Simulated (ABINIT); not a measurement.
# FeO (Wuestite) (Fm-3m) in ABINIT: further runs

Aim: see how the results for FeO (Wuestite) move with the level of theory and the settings. Levels: LDA, PBEsol. Tasks: single point, relaxation of cell and atoms.

All numbers are computed with ABINIT 10.8.3 (patched build); they aren't measurements. Logs are shortened: lines on timing, memory, paths and dates and some standing lists are left out, and cuts for length are marked. The log counts tension as positive stress, the text compression.

**Experimental background.**

“W\"ustite: Electric, thermodynamic and optical properties of FeO”, 2012, arxiv:1203.1201 quotes, for a bulk crystal of FeO: band gap 2.4 eV (optical).

The runs below are set against these values where they give the same quantity.

**1. Starting point**

Symmetry: Fm-3m, No. 225, cubic system. Conventional cell: a = 4.311 Å, b = 4.311 Å, c = 4.311 Å, α = 90.00°, β = 90.00°, γ = 90.00°. Fe (site symmetry m-3m) has 6 O at 2.16 Å as nearest neighbours. Around O (site symmetry m-3m) lie 6 Fe at 2.16 Å.

**2. Single point, LDA, collinear spin, ferromagnetic start**

Contents of run.abi:

```
# Pseudopotentials
pp_dirpath "./"
pseudos "Fe.upf, O.upf"

# Structure
acell 3*1.0 Angstrom
rprim
     0.0000000000     2.1554000000     2.1554000000
     2.1554000000     0.0000000000     2.1554000000
     2.1554000000     2.1554000000     0.0000000000
ntypat 2
znucl 26 8
natom 2
typat 1 2
xcart
     0.0000000000     0.0000000000     0.0000000000
     2.1554000000     2.1554000000     2.1554000000 Angstrom

# Plane-wave basis
ecut 46.0

# k points
kptopt 1
ngkpt 8 8 8
nshiftk 1
shiftk 0.0 0.0 0.0

# Exchange and correlation
ixc 7

# Bands and occupations
nband 16
occopt 3
tsmear 0.00183747

# Spin
nsppol 2
spinat
     0.0000000000     0.0000000000     3.0000000000
     0.0000000000     0.0000000000     0.0000000000

# SCF cycle
nstep 100
tolvrs 1.0e-10

# Output
iomode 3
prtwf 0
prtden 0
prteig 0
prtebands 0
```

Potentials or basis: PseudoDojo NC SR LDA v0.4.1 standard.

Started as:

```sh
$ abinit run.abi > log 2>&1
```

run.abo:

```text
.Version 10.8.3 of ABINIT
 Symmetries : space group Fm -3 m (#225); Bravais cF (face-center cubic)
================================================================================
 Values of the parameters that define the memory need of the present run
     intxc =       0    ionmov =       0      iscf =       7    lmnmax =       6
     lnmax =       6     mgfft =      36  mpssoang =       3    mqgrid =    3001
     natom =       2  nloc_mem =       1    nspden =       2   nspinor =       1
    nsppol =       2      nsym =      48    n1xccc =    2501    ntypat =       2
    occopt =       3   xclevel =       1
       mpw =        2035          nfft =       46656          nkpt =          29
================================================================================
================================================================================

--------------------------------------------------------------------------------
------------- Echo of variables that govern the present computation ------------
--------------------------------------------------------------------------------
 -outvars: echo values of preprocessed input variables --------
            acell      1.8897261259E+00  1.8897261259E+00  1.8897261259E+00 Bohr
              amu      5.58470000E+01  1.59994000E+01
             ecut      4.60000000E+01 Hartree
              ixc           7
         kptrlatt        8    0    0      0    8    0      0    0    8
          kptrlen      4.60820436E+01
            natom           2
            nband          16
            ngfft          36      36      36
             nkpt          29
           nspden           2
           nsppol           2
            nstep         100
             nsym          48
           ntypat           2
           occopt           3
           prtden           0
        prtebands           0
           prteig           0
            prtwf           0
            rprim      0.0000000000E+00  2.1554000000E+00  2.1554000000E+00
                       2.1554000000E+00  0.0000000000E+00  2.1554000000E+00
                       2.1554000000E+00  2.1554000000E+00  0.0000000000E+00
          spgroup         225
           spinat      0.0000000000E+00  0.0000000000E+00  3.0000000000E+00
                       0.0000000000E+00  0.0000000000E+00  0.0000000000E+00
           tolvrs      1.00000000E-10
           tsmear      1.83747000E-03 Hartree
            typat      1  2
           xangst      0.0000000000E+00  0.0000000000E+00  0.0000000000E+00
                       2.1554000000E+00  2.1554000000E+00  2.1554000000E+00
            xcart      0.0000000000E+00  0.0000000000E+00  0.0000000000E+00
                       4.0731156918E+00  4.0731156918E+00  4.0731156918E+00
             xred      0.0000000000E+00  0.0000000000E+00  0.0000000000E+00
                       5.0000000000E-01  5.0000000000E-01  5.0000000000E-01
            znucl       26.00000    8.00000

================================================================================

 chkinp: Checking input parameters for consistency.

================================================================================
== DATASET  1 ==================================================================

--- !DatasetInfo
iteration_state: {dtset: 1, }
dimensions: {natom: 2, nkpt: 29, mband: 16, nsppol: 2, nspinor: 1, nspden: 2, mpw: 2035, }
cutoff_energies: {ecut:  46.0, pawecutdg:  -1.0, }
electrons: {nelect:   2.20000000E+01, charge:   0.00000000E+00, occopt:   3.00000000E+00, tsmear:   1.83747000E-03, }
meta: {optdriver: 0, ionmov: 0, optcell: 0, iscf: 7, paral_kgb: 0, }
...

 Exchange-correlation functional for the present dataset will be:
  LDA: Perdew-Wang 92 LSD fit to Ceperley-Alder data - ixc=7
  J.P.Perdew and Y.Wang, PRB 45, 13244 (1992)

 Real(R)+Recip(G) space primitive vectors, cartesian coordinates (Bohr,Bohr^-1):
 R(1)=  0.0000000  4.0731157  4.0731157  G(1)= -0.1227561  0.1227561  0.1227561
 R(2)=  4.0731157  0.0000000  4.0731157  G(2)=  0.1227561 -0.1227561  0.1227561
 R(3)=  4.0731157  4.0731157  0.0000000  G(3)=  0.1227561  0.1227561 -0.1227561
 Unit cell volume ucvol=  1.3514819E+02 bohr^3
 Angles (23,13,12)=  6.00000000E+01  6.00000000E+01  6.00000000E+01 degrees

 getcut: wavevector=  0.0000  0.0000  0.0000  ngfft=  36  36  36
         ecut(hartree)=     46.000   => boxcut(ratio)=   2.04699

--- Pseudopotential description ------------------------------------------------
- pspini: atom type   1  psp file is ./Fe.upf
12 -1012 2 -1 1408                            pspcod,pspxc,lmax,lloc,mmax
     nproj     2     2     2

- pspini: atom type   2  psp file is ./O.upf
12 -1012 2 -1 926                             pspcod,pspxc,lmax,lloc,mmax
     nproj     2     2     1

   4.71258915E+02                                ecore*ucvol(ha*bohr**3)
--------------------------------------------------------------------------------

================================================================================

--- !BeginCycle
iteration_state: {dtset: 1, }
solver: {iscf: 7, nstep: 100, nline: 4, wfoptalg: 0, }
tolerances: {tolvrs: 1.00E-10, }
...

     iter   Etot(hartree)      deltaE(h)  residm     vres2   difmagsph maxmagsph
 ETOT  1  -141.51488584638    -1.415E+02 3.603E-01 6.539E+02 3.001E+00 3.001E+00
 ETOT  2  -141.06808816548     4.468E-01 1.949E-01 6.054E+03 8.984E-01 2.103E+00
 ETOT  3  -141.71301592861    -6.449E-01 1.019E-02 1.572E+02 1.298E+00 3.401E+00
 ETOT  4  -141.72575451424    -1.274E-02 1.506E-03 4.844E+01 8.870E-02 3.489E+00
 ETOT  5  -141.72928528312    -3.531E-03 1.360E-04 9.739E+00 3.116E-02 3.521E+00
 ETOT  6  -141.73009952510    -8.142E-04 6.684E-05 7.968E-01 1.044E-02 3.520E+00
 ETOT  7  -141.73017189440    -7.237E-05 8.358E-06 8.688E-03 4.921E-03 3.518E+00
 ETOT  8  -141.73017278805    -8.936E-07 7.201E-06 8.105E-04 1.079E-03 3.518E+00
 ETOT  9  -141.73017284265    -5.459E-08 1.180E-06 3.310E-04 3.556E-04 3.518E+00
 ETOT 10  -141.73017286939    -2.675E-08 9.040E-07 1.320E-05 2.558E-05 3.518E+00
 ETOT 11  -141.73017287054    -1.150E-09 2.300E-07 3.000E-08 1.681E-05 3.518E+00
 ETOT 12  -141.73017287055    -1.026E-11 1.905E-07 6.799E-10 1.964E-06 3.518E+00
 ETOT 13  -141.73017287055     2.387E-12 4.854E-08 5.440E-12 3.522E-07 3.518E+00

 At SCF step   13       vres2   =  5.44E-12 < tolvrs=  1.00E-10 =>converged.

 Cartesian components of stress tensor (hartree/bohr^3)
  sigma(1 1)=  5.49822015E-04  sigma(3 2)=  0.00000000E+00
  sigma(2 2)=  5.49822015E-04  sigma(3 1)=  0.00000000E+00
  sigma(3 3)=  5.49822015E-04  sigma(2 1)=  0.00000000E+00

--- !ResultsGS
iteration_state: {dtset: 1, }
comment   : Summary of ground state results
lattice_vectors:
- [  0.0000000,   4.0731157,   4.0731157, ]
- [  4.0731157,   0.0000000,   4.0731157, ]
- [  4.0731157,   4.0731157,   0.0000000, ]
lattice_lengths: [   5.76026,    5.76026,    5.76026, ]
lattice_angles: [ 60.000,  60.000,  60.000, ] # degrees, (23, 13, 12)
lattice_volume:   1.3514819E+02
convergence: {deltae:  2.387E-12, res2:  5.440E-12, residm:  4.854E-08, diffor: null, }
etotal    :  -1.41730173E+02
entropy   :   0.00000000E+00
fermie    :   3.63406112E-01
cartesian_stress_tensor: # hartree/bohr^3
- [  5.49822015E-04,   0.00000000E+00,   0.00000000E+00, ]
- [  0.00000000E+00,   5.49822015E-04,   0.00000000E+00, ]
- [  0.00000000E+00,   0.00000000E+00,   5.49822015E-04, ]
pressure_GPa:  -1.6176E+01
xred      :
- [  0.0000E+00,   0.0000E+00,   0.0000E+00, Fe]
- [  5.0000E-01,   5.0000E-01,   5.0000E-01,  O]
cartesian_forces: # hartree/bohr
- [ -0.00000000E+00,  -0.00000000E+00,  -0.00000000E+00, ]
- [ -0.00000000E+00,  -0.00000000E+00,  -0.00000000E+00, ]
force_length_stats: {min:   0.00000000E+00, max:   0.00000000E+00, mean:   0.00000000E+00, }
...

 Integrated electronic and magnetization densities in atomic spheres:
 ------------------------------------------------------------------------------------------------------------
 Radius=ratsph(iatom), smearing ratsm=  0.0000. Diff(up-dn)=approximate z local magnetic moment.
    Atom    Radius    up_density   dn_density  Total(up+dn)  Diff(up-dn)
    1 Fe   2.00000     8.709014     5.191224     13.900239     3.517790
    2  O   2.00000     3.265100     2.916340      6.181440     0.348761
 ------------------------------------------------------------------------------------------------------------
  Sum:                11.974114     8.107564     20.081678     3.866550
 Total magnetization (from the atomic spheres):                3.866550
 Total magnetization (exact up - dn):                          4.000610

================================================================================

 ----iterations are completed or convergence reached----

 Mean square residual over all n,k,spin=   81.084E-12; max=  48.535E-09
 reduced coordinates (array xred) for    2 atoms
       0.000000000000      0.000000000000      0.000000000000
       0.500000000000      0.500000000000      0.500000000000
 rms dE/dt=  0.0000E+00; max dE/dt=  0.0000E+00; dE/dt below (all hartree)
    1       0.000000000000      0.000000000000      0.000000000000
    2       0.000000000000      0.000000000000      0.000000000000

 cartesian coordinates (angstrom) at end:
    1      0.00000000000000     0.00000000000000     0.00000000000000
    2      2.15540000000000     2.15540000000000     2.15540000000000

 cartesian forces (hartree/bohr) at end:
    1     -0.00000000000000    -0.00000000000000    -0.00000000000000
    2     -0.00000000000000    -0.00000000000000    -0.00000000000000
 frms,max,avg= 0.0000000E+00 0.0000000E+00   0.000E+00  0.000E+00  0.000E+00 h/b

 cartesian forces (eV/Angstrom) at end:
    1     -0.00000000000000    -0.00000000000000    -0.00000000000000
    2     -0.00000000000000    -0.00000000000000    -0.00000000000000
 frms,max,avg= 0.0000000E+00 0.0000000E+00   0.000E+00  0.000E+00  0.000E+00 e/A
 length scales=  1.889726125908  1.889726125908  1.889726125908 bohr
              =  1.000000000000  1.000000000000  1.000000000000 angstroms
 Fermi (or HOMO) energy (hartree) =   0.36341   Average Vxc (hartree)=  -0.48280
 Magnetization (Bohr magneton)=  4.00060961E+00
 Total spin up =  1.30003048E+01   Total spin down =  8.99969520E+00
 Eigenvalues (hartree) for nkpt=  29  k points, SPIN UP:
 kpt#   1, nband= 16, wtk=  0.00195, kpt=  0.0000  0.0000  0.0000 (reduced coord)
  -2.90519   -1.67435   -1.67435   -1.67435   -0.39002    0.21948    0.21948    0.21948
   0.22077    0.22077    0.22077    0.22965    0.22965    0.36613    0.91859    0.98138
      occupation numbers for kpt#   1
   1.00000    1.00000    1.00000    1.00000    1.00000    1.00000    1.00000    1.00000
   1.00000    1.00000    1.00000    1.00000    1.00000    0.18527    0.00000    0.00000
 prteigrs : prtvol=0 or 1, do not print more k-points.

 Eigenvalues (hartree) for nkpt=  29  k points, SPIN DOWN:
 kpt#   1, nband= 16, wtk=  0.00195, kpt=  0.0000  0.0000  0.0000 (reduced coord)
  -2.76784   -1.53294   -1.53294   -1.53294   -0.36834    0.24251    0.24251    0.24251
   0.33592    0.33592    0.33592    0.36375    0.36375    0.39396    0.92677    1.02207
      occupation numbers for kpt#   1
   1.00000    1.00000    1.00000    1.00000    1.00000    1.00000    1.00000    1.00000
   1.00000    1.00000    1.00000    0.45332    0.45332    0.00000    0.00000    0.00000
 prteigrs : prtvol=0 or 1, do not print more k-points.

--- !EnergyTerms
iteration_state     : {dtset: 1, }
comment             : Components of total free energy in Hartree
kinetic             :  6.88991720112476E+01
hartree             :  3.74457014365541E+01
xc                  : -2.17174101487734E+01
Ewald energy        : -9.50137779449381E+01
psp_core            :  3.48697911496729E+00
local_psp           : -1.24627989004094E+02
non_local_psp       : -1.02023481309692E+01
internal            : -1.41729672666006E+02
'-kT*entropy'       : -5.00204546257645E-04
total_energy        : -1.41730172870552E+02
total_energy_eV     : -3.85667447669024E+03
band_energy         : -1.34683414490949E+01
...

 Cartesian components of stress tensor (hartree/bohr^3)
  sigma(1 1)=  5.49822015E-04  sigma(3 2)=  0.00000000E+00
  sigma(2 2)=  5.49822015E-04  sigma(3 1)=  0.00000000E+00
  sigma(3 3)=  5.49822015E-04  sigma(2 1)=  0.00000000E+00

-Cartesian components of stress tensor (GPa)         [Pressure= -1.6176E+01 GPa]
- sigma(1 1)=  1.61763222E+01  sigma(3 2)=  0.00000000E+00
- sigma(2 2)=  1.61763222E+01  sigma(3 1)=  0.00000000E+00
- sigma(3 3)=  1.61763222E+01  sigma(2 1)=  0.00000000E+00

== END DATASET(S) ==============================================================
================================================================================

 -outvars: echo values of variables after computation  --------
            acell      1.8897261259E+00  1.8897261259E+00  1.8897261259E+00 Bohr
           etotal     -1.4173017287E+02
            fcart     -0.0000000000E+00 -0.0000000000E+00 -0.0000000000E+00
                      -0.0000000000E+00 -0.0000000000E+00 -0.0000000000E+00
            rprim      0.0000000000E+00  2.1554000000E+00  2.1554000000E+00
                       2.1554000000E+00  0.0000000000E+00  2.1554000000E+00
                       2.1554000000E+00  2.1554000000E+00  0.0000000000E+00
           strten      5.4982201472E-04  5.4982201472E-04  5.4982201472E-04
                       0.0000000000E+00  0.0000000000E+00  0.0000000000E+00
           xangst      0.0000000000E+00  0.0000000000E+00  0.0000000000E+00
                       2.1554000000E+00  2.1554000000E+00  2.1554000000E+00
             xred      0.0000000000E+00  0.0000000000E+00  0.0000000000E+00
                       5.0000000000E-01  5.0000000000E-01  5.0000000000E-01
 Calculation completed.
```

It took 70 s on 1 thread of Arm Neoverse V1, shared host; peak memory 0.09 GiB.

What came out:

| Property | Result |
| --- | --- |
| Free energy | -3856.6745 eV |
| Pressure | -16.2 GPa |
| Band gap on the k mesh | none (metal or under the smearing width) |
| Net moment | 4.00 μB per cell |
| Site moments | Fe +3.52; O +0.35 μB |
| Valence electrons inside the program's atomic spheres | Fe 13.90; O 6.18 |

Caveat: so large a pressure means that the cell lies far from this level's equilibrium, or that cutoff or potentials fall short; a cell with one magnetic atom can't hold antiferromagnetic order, which such compounds often take; semilocal functionals often make such compounds metallic where correlation or magnetic order opens a gap, which also shifts bond lengths.

**3. Relaxation of cell and atoms, PBEsol, collinear spin, ferromagnetic start**

Contents of run.abi:

```
# Pseudopotentials
pp_dirpath "./"
pseudos "Fe.upf, O.upf"

# Structure
acell 3.0481959123 3.0481959123 3.0481959123 Angstrom
rprim
     0.0000000000     0.7071067812     0.7071067812
     0.7071067812     0.0000000000     0.7071067812
     0.7071067812     0.7071067812     0.0000000000
ntypat 2
znucl 26 8
natom 2
typat 1 2
chkprim 0
chksymtnons 0
tolsym 1.0e-6
xred
            0.0            0.0            0.0
            1/2            1/2            1/2

# Plane-wave basis
ecut 45.0
ecutsm 0.5

# k points
kptopt 1
ngkpt 8 8 8
nshiftk 1
shiftk 0.0 0.0 0.0

# Exchange and correlation
ixc -116133

# Bands and occupations
nband 16
occopt 3
tsmear 0.05 eV

# Spin
nsppol 2
spinat
     0.0000000000     0.0000000000     3.0000000000
     0.0000000000     0.0000000000     0.0000000000

# SCF cycle
nstep 80
tolvrs 1.0e-12

# Output
iomode 3
prteig 0
prtebands 0
prtwf 0
prtden 0

# Relaxation
ionmov 2
optcell 2
ntime 50
tolmxf 2.0e-5
dilatmx 1.08
```

Potentials or basis: PseudoDojo NC SR PBEsol v0.4.1 standard.

Started as:

```sh
$ abinit run.abi > log 2>&1
```

Wall time 7.7 min (1 thread of AMD EPYC 7R43 (Zen 3), shared host); peak memory 0.12 GiB.

The run converged. Its results:

| Quantity | Value |
| --- | --- |
| Free energy | -3855.5517 eV |
| Relaxed volume | 9.54 Å³/atom |
| Relaxed cell | a = 2.999 Å, b = 2.999 Å, c = 2.999 Å, α = 60.00°, β = 60.00°, γ = 60.00° |
| Space group after relaxing (to 0.05 Å) | Fm-3m (No. 225) |
| Energy gained by relaxing | 14.0 meV/atom |
| Ionic steps | 5 |
| Pressure after relaxing | 0.0 GPa |
| Band gap on the k mesh | none (metal or under the smearing width) |
| Net moment | 4.00 μB per cell |
| Site moments | Fe +3.54; O +0.35 μB |

Step by step:
```tsv
step	energy change (eV)	largest force (eV/Å)	pressure (GPa)	volume (Å³)
1	0.0000	0.0000	-9.03	20.03
2	-0.0227	0.0000	-4.13	19.48
3	-0.0279	0.0000	0.36	19.05
4	-0.0280	0.0000	-0.01	19.08
5	-0.0280	0.0000	0.00	19.08
```

Final structure:
```
Fe O
1.0
     0.00000    2.12087    2.12087
     2.12087    0.00000    2.12087
     2.12087    2.12087    0.00000
Fe O
1 1
Direct
  0.00000 0.00000 0.00000
  0.50000 0.50000 0.50000
```

Caveat: a cell with one magnetic atom can't hold antiferromagnetic order, which such compounds often take; semilocal functionals often make such compounds metallic where correlation or magnetic order opens a gap, which also shifts bond lengths.

(Continued in part 2 of 2.)
